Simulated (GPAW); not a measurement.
A run of GPAW 26.7.0:

File run.py:

```python
from ase import Atoms
from ase.dft.bandgap import bandgap
from ase.io import write
from ase.units import GPa
from gpaw import GPAW, PW

atoms = Atoms(['Sn', 'Sn', 'Sn', 'Sn', 'Se', 'Se', 'Se', 'Se'],
              cell=[[11.42, 0.0, 0.0],
                    [0.0, 4.19, 0.0],
                    [0.0, 0.0, 4.46]],
              scaled_positions=[[0.877, 0.75, 0.909],
                                [0.623, 0.25, 0.409],
                                [0.377, 0.75, 0.591],
                                [0.123, 0.25, 0.091],
                                [0.643, 0.75, 0.984],
                                [0.857, 0.25, 0.484],
                                [0.143, 0.75, 0.516],
                                [0.357, 0.25, 0.016]],
              pbc=True)

calc = GPAW(mode=PW(600),
            xc='MGGA_X_R2SCAN+MGGA_C_R2SCAN',
            kpts={'size': (2, 4, 4), 'gamma': True},
            occupations={'name': 'fermi-dirac', 'width': 0.05},
            nbands=62,
            convergence={'density': 1e-05, 'energy': 1e-05},
            maxiter=150,
            txt='gpaw.txt')
atoms.calc = calc
energy = atoms.get_potential_energy()
forces = atoms.get_forces()
stress = atoms.get_stress()
calc.write('gs.gpw')
write('result.traj', atoms)
print(f'Energy: {energy:.6f} eV')
print('Forces (eV/A):')
print(forces.round(4))
print('Stress (GPa):', (stress / GPa).round(3))
print('Fermi level:', round(calc.get_fermi_level(), 4), 'eV')
print(f'Gap: {bandgap(calc)[0]:.4f} eV, direct: {bandgap(calc, direct=True)[0]:.4f} eV')

path = atoms.cell.bandpath('GXSYGZURTZ,YT,UX,SR', npoints=80, eps=1e-4)
bs_calc = calc.fixed_density(kpts=path, symmetry='off', nbands=99,
                             convergence={'bands': 'CBM+6.0', 'eigenstates': 1e-6}, txt='bands.txt')
bs = bs_calc.band_structure()
bs.write('bs.json')
print(f'Gap on the path: {bandgap(bs_calc)[0]:.4f} eV')
```

Potentials or basis: GPAW PAW data sets (gpaw-data 1.2.1), pw.

Run with:

```sh
$ OMP_NUM_THREADS=1 python run.py
```

Hardware: 1 thread of Arm Neoverse V1, with other jobs on the host.

**Question.** Estimate the wall time of this run.

**Answer.** It took 45 min on 1 thread of Arm Neoverse V1, with other jobs on the host, peak memory 1.7 GiB. Counts: scf iterations 19, plane waves 7148, bands 62, k points 20.
